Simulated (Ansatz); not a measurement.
**Residual resistivity of an alloy: Ag(111) with 4 layers of random Ag-Ru, 2x2**

Aim: the residual resistivity of a random alloy, from Ag(111) with 4 layers of random Ag-Ru, 2x2 and longer regions.

Calculated with Ansatz 0.2.0; Ansatz plane-wave DFT, PBE, PAW files; ballistic transport by layer matching (Landauer), zero bias; PAW set soft_1.

Report form: the programs' logs are mostly left out.

**1. The structure**

The cell holds 40 atoms: 32 Ag and 8 Ru. Cell: a = 5.779 Å, b = 5.779 Å, c = 23.651 Å, α = 93.5°, β = 86.5°, γ = 120.0°. It derives from Ag. Regions: lead, 24 atoms (24 Ag); scattering region, 16 atoms (8 Ru and 8 Ag). The structure is stacked along c, and the current runs across the ab planes.

**2. With 4 alloy layers**

In 4 layers a share of 0.5 of the sites is given to Ru at random. The layers about the cell's end stay perfect and serve as the lead. Disorder leaves little or no symmetry, which makes such runs dear. Energies from -0.05 to 0.05 eV in steps of 0.05 eV are too few for the program's thermal sum, so it prints no conductance; for a metal the transmission near the Fermi level serves, at a fraction of the cost.

The input, input.yaml:

```yaml
crystal:
  lattice:
    - [5.7787594586, 0.0, 0.0]
    - [-2.8893797293, 5.0045524935, 0.0]
    - [1.4446898646, -0.8340920822, 23.5916866996]
  atoms:
    - { symbol: Ag, position: [0.9916666667, 0.0083333333, 0.05] }
    - { symbol: Ag, position: [0.9916666667, 0.5083333333, 0.05] }
    - { symbol: Ag, position: [0.4916666667, 0.0083333333, 0.05] }
    - { symbol: Ag, position: [0.4916666667, 0.5083333333, 0.05] }
    - { symbol: Ag, position: [0.1416666667, 0.3583333333, 0.15] }
    - { symbol: Ag, position: [0.1416666667, 0.8583333333, 0.15] }
    - { symbol: Ag, position: [0.6416666667, 0.3583333333, 0.15] }
    - { symbol: Ag, position: [0.6416666667, 0.8583333333, 0.15] }
[... 28 atom lines left out ...]
    - { symbol: Ag, position: [0.8416666667, 0.1583333333, 0.95] }
    - { symbol: Ag, position: [0.8416666667, 0.6583333333, 0.95] }
    - { symbol: Ag, position: [0.3416666667, 0.1583333333, 0.95] }
    - { symbol: Ag, position: [0.3416666667, 0.6583333333, 0.95] }
kpoints:
  mp_grid: { grid: [4, 4, 1] }
hamiltonian:
  xc: pbe
  pseudopotentials: { kind: paw, azcp: { folder: soft_1 } }
scf:
  occupations: { method: fermi_dirac, width: 0.1 }
output:
  transmission: { leads: [[0, 4]], kmesh: [8, 8], e_range: [-0.05, 0.05], de: 0.05 }
  write_potential: true
  write_density: true
  volumetric_format: npy
```

Run with:

```
$ ansatz run input.yaml --threads 4 --pin off --max-ram 15360MiB --backend cpu --events-out ev --progress --plain --runs-dir out
```

Elapsed: 7.9 min, on 4 threads of Arm Neoverse V1, shared host; peak memory 6 GiB.

Numbers from this step:

- free energy: -289917.8612 eV
- energy at zero smearing: -289917.3174 eV
- Fermi energy: 17.17 eV
- cell area: 28.92 Å²
- transmission per spin nearest the Fermi level: 1.278
- open channels per spin nearest the Fermi level: 3.234
- step of the lead's potential: 38.8 meV

Per spin. Transmission, zone mean against energy, zero at the Fermi level:

```csv
energy (eV),"transmission, zone mean"
-0.0500,1.33
0.0000,1.28
0.0500,1.36
```

Per spin. Open channels, zone mean, lead against energy, zero at the Fermi level:

```csv
energy (eV),"open channels, zone mean, lead"
-0.0500,3.33
0.0000,3.23
0.0500,3.23
```

Transmission over k1 and k2. At 0.0000 eV from the Fermi level.

Values, 8 rows by 8 columns:
```
0.89 1.12 1.15 1.06 1.27 1.33 0.93 1.00
1.24 1.29 0.95 1.02 1.41 1.25 1.50 1.43
1.86 0.75 0.91 1.50 2.39 1.42 1.18 1.68
1.82 1.85 1.25 1.60 1.16 1.60 1.25 1.85
1.86 1.68 1.18 1.42 2.39 1.50 0.91 0.75
1.24 1.43 1.50 1.25 1.41 1.02 0.95 1.29
0.89 1.00 0.93 1.33 1.27 1.06 1.15 1.12
1.15 0.96 0.86 1.22 1.16 1.22 0.86 0.96
```
Columns: k1 (b1) from -0.5 to 0.375; rows upwards: k2 (b2) from -0.5 to 0.375.

Open channels over k1 and k2. At 0.0000 eV from the Fermi level.

Ten even steps from '_' (3.00) to '@' (4.00):
```
__@@____@@______
____@@__@@______
________________
@@@@@@______@@@@
________________
________@@__@@__
________@@____@@
@@______@@______
```
Columns: k1 (b1) from -0.5 to 0.375; rows upwards: k2 (b2) from -0.5 to 0.375.

Over the solved energies the transmission per spin lies between 1.28 and 1.36, out of 3.27 channels of the lead on average (up to 3.33). The log calls the step of a lead's potential too much.

**3. With 8 alloy layers**

In 8 layers a share of 0.5 of the sites is given to Ru at random. A fresh draw is used; the growth of the resistance with length is what counts.

System of this step: Ag(111) with 8 layers of random Ag-Ru, 2x2. The cell holds 56 atoms: 40 Ag and 16 Ru. Cell: a = 5.779 Å, b = 5.779 Å, c = 33.070 Å, α = 87.5°, β = 92.5°, γ = 120.0°. It derives from Ag. Regions: lead, 24 atoms (24 Ag); scattering region, 32 atoms (16 Ag and 16 Ru). The structure is stacked along c, and the current runs across the ab planes.

The input, input.yaml:

```yaml
crystal:
  lattice:
    - [5.7787594586, 0.0, 0.0]
    - [-2.8893797293, 5.0045524935, 0.0]
    - [-1.4446898646, 0.8340920822, 33.0283613795]
  atoms:
    - { symbol: Ag, position: [0.005952381, 0.994047619, 0.0357142857] }
    - { symbol: Ag, position: [0.005952381, 0.494047619, 0.0357142857] }
    - { symbol: Ag, position: [0.505952381, 0.994047619, 0.0357142857] }
    - { symbol: Ag, position: [0.505952381, 0.494047619, 0.0357142857] }
    - { symbol: Ag, position: [0.1845238095, 0.3154761905, 0.1071428571] }
    - { symbol: Ag, position: [0.1845238095, 0.8154761905, 0.1071428571] }
    - { symbol: Ag, position: [0.6845238095, 0.3154761905, 0.1071428571] }
    - { symbol: Ag, position: [0.6845238095, 0.8154761905, 0.1071428571] }
[... 44 atom lines left out ...]
    - { symbol: Ag, position: [0.3273809524, 0.1726190476, 0.9642857143] }
    - { symbol: Ag, position: [0.3273809524, 0.6726190476, 0.9642857143] }
    - { symbol: Ag, position: [0.8273809524, 0.1726190476, 0.9642857143] }
    - { symbol: Ag, position: [0.8273809524, 0.6726190476, 0.9642857143] }
kpoints:
  mp_grid: { grid: [4, 4, 1] }
hamiltonian:
  xc: pbe
  pseudopotentials: { kind: paw, azcp: { folder: soft_1 } }
scf:
  occupations: { method: fermi_dirac, width: 0.1 }
output:
  transmission: { leads: [[0, 4]], kmesh: [8, 8], e_range: [-0.05, 0.05], de: 0.05 }
  write_potential: true
  write_density: true
  volumetric_format: npy
```

Wall time 14 min (4 threads); peak memory 9.8 GiB; 50 min of CPU time.

This step gave:

| Item | Value |
| --- | --- |
| free energy | -397663.5076 eV |
| energy at zero smearing | -397662.5852 eV |
| Fermi energy | 17.16 eV |
| transmission per spin nearest the Fermi level | 0.7257 |
| step of the lead's potential | 40.6 meV |

Per spin. The transmission, zone mean by energy, zero at the Fermi level:

```csv
energy (eV),"transmission, zone mean"
-0.0500,0.845
0.0000,0.726
0.0500,0.765
```

Over the solved energies the transmission per spin lies between 0.726 and 0.845, out of 3.27 channels of the lead on average (up to 3.33). The log calls the step of a lead's potential too much.

**4. With 12 alloy layers**

In 12 layers a share of 0.5 of the sites is given to Ru at random. A fresh draw is used; the growth of the resistance with length is what counts.

System of this step: Ag(111) with 12 layers of random Ag-Ru, 2x2. The cell holds 72 atoms: 48 Ag and 24 Ru. Cell: a = 5.779 Å, b = 5.779 Å, c = 42.465 Å, α = 90.0°, β = 90.0°, γ = 120.0°. It derives from Ag. Regions: lead, 24 atoms (24 Ag); scattering region, 48 atoms (24 Ru and 24 Ag). The structure is stacked along c, and the current runs across the ab planes.

The input, input.yaml:

```yaml
crystal:
  lattice:
    - [5.7787594586, 0.0, 0.0]
    - [-2.8893797293, 5.0045524935, 0.0]
    - [0.0, 0.0, 42.4650360593]
  atoms:
    - { symbol: Ag, position: [0.0, 0.0, 0.0277777778] }
    - { symbol: Ag, position: [0.0, 0.5, 0.0277777778] }
    - { symbol: Ag, position: [0.5, 0.0, 0.0277777778] }
    - { symbol: Ag, position: [0.5, 0.5, 0.0277777778] }
    - { symbol: Ag, position: [0.1666666667, 0.3333333333, 0.0833333333] }
    - { symbol: Ag, position: [0.1666666667, 0.8333333333, 0.0833333333] }
    - { symbol: Ag, position: [0.6666666667, 0.3333333333, 0.0833333333] }
    - { symbol: Ag, position: [0.6666666667, 0.8333333333, 0.0833333333] }
[... 60 atom lines left out ...]
    - { symbol: Ag, position: [0.3333333333, 0.1666666667, 0.9722222222] }
    - { symbol: Ag, position: [0.3333333333, 0.6666666667, 0.9722222222] }
    - { symbol: Ag, position: [0.8333333333, 0.1666666667, 0.9722222222] }
    - { symbol: Ag, position: [0.8333333333, 0.6666666667, 0.9722222222] }
kpoints:
  mp_grid: { grid: [4, 4, 1] }
hamiltonian:
  xc: pbe
  pseudopotentials: { kind: paw, azcp: { folder: soft_1 } }
scf:
  occupations: { method: fermi_dirac, width: 0.1 }
output:
  transmission: { leads: [[0, 4]], kmesh: [8, 8], e_range: [-0.05, 0.05], de: 0.05 }
  write_potential: true
  write_density: true
  volumetric_format: npy
```

The job ended after 23 min (4 threads; peak memory 7.7 GiB).

Numbers from this step:

```yaml
free_energy: -505408.9573 eV
energy_at_zero_smearing: -505407.6765 eV
fermi_energy: 17.17 eV
transmission_per_spin_nearest_the_fermi_level: 0.6755
step_of_the_lead_s_potential: 35.5 meV
```

Per spin. Transmission, zone mean against energy, zero at the Fermi level:

```csv
energy (eV),"transmission, zone mean"
-0.0500,0.768
0.0000,0.676
0.0500,0.694
```

Over the solved energies the transmission per spin lies between 0.676 and 0.768, out of 3.27 channels of the lead on average (up to 3.33). The log calls the step of a lead's potential too much.

**5. The fit**

This step: Ansatz plane-wave DFT, PBE, PAW files; ballistic transport by layer matching (Landauer), zero bias; residual resistivity from the slope of the area resistance, atoms on the host's lattice; PAW set soft_1 (Ansatz 0.2.0).

Numbers from this step:

| Item | Value |
| --- | --- |
| resistivity | 127.9 µΩ cm |
| intercept | 0.7290 fΩ m² |
| scatter about the fit | 0.3591 fΩ m² |

Resistance, by row:

```csv
run,length (Å),T,channels N,RA (fΩ m²)
n4,9.437,1.321,3.266,1.682
n8,18.87,0.7786,3.266,3.651
n12,28.31,0.7124,3.266,4.096
```

Area resistance against length of the alloy:

```csv
length of the alloy (Å),area resistance (fΩ m²)
9.44,1.68
18.87,3.65
28.31,4.10
```

The area resistance goes from 1.7 to 4.1 fΩ m² between 9.4 and 28.3 Å, a slope of 128 µΩ cm.

By hand from the end points: (4.096 − 1.682) fΩ m² / (28.31 − 9.44) Å = 128 µΩ cm, since 1 fΩ m² per Å is 1000 µΩ cm.

**6. What came out**

```
resistivity from the slope  : 128 µΩ cm
area resistance over 9.44 Å : 1.68 fΩ m²
area resistance over 18.9 Å : 3.65 fΩ m²
area resistance over 28.3 Å : 4.10 fΩ m²
```

In words: The slope gives 128 µΩ cm. The points scatter by 0.36 fΩ m² about the line, with one random draw a length in a 2x2 cell, so the slope is a rough value. Read with a model of isotropic scattering on a spherical Fermi surface and the lead's 0.87×10¹⁵ S/m², this slope means a mean free path near 6.7 Å (a rough figure, since the alloy's own channel count differs); over these lengths the model's slope is within 3 % of its bulk resistivity. The atoms sit on the host's lattice, so scattering by size misfit is left out. With 50 % of Ru, whose own structure is another, this is a hypothetical phase. A lead's potential steps by up to 41 meV from period to period, which the log calls too much, so longer leads could move the result.

[Logs are printed without paths, hosts, clocks, repeated set-up lines and the standing remarks that a program may print on its own settings, such as how far it seeks lower states.]

[Hosts, paths, dates, database ids (printed as entryN), source tags and the programs' standing remarks are cut or masked in the printed files.]
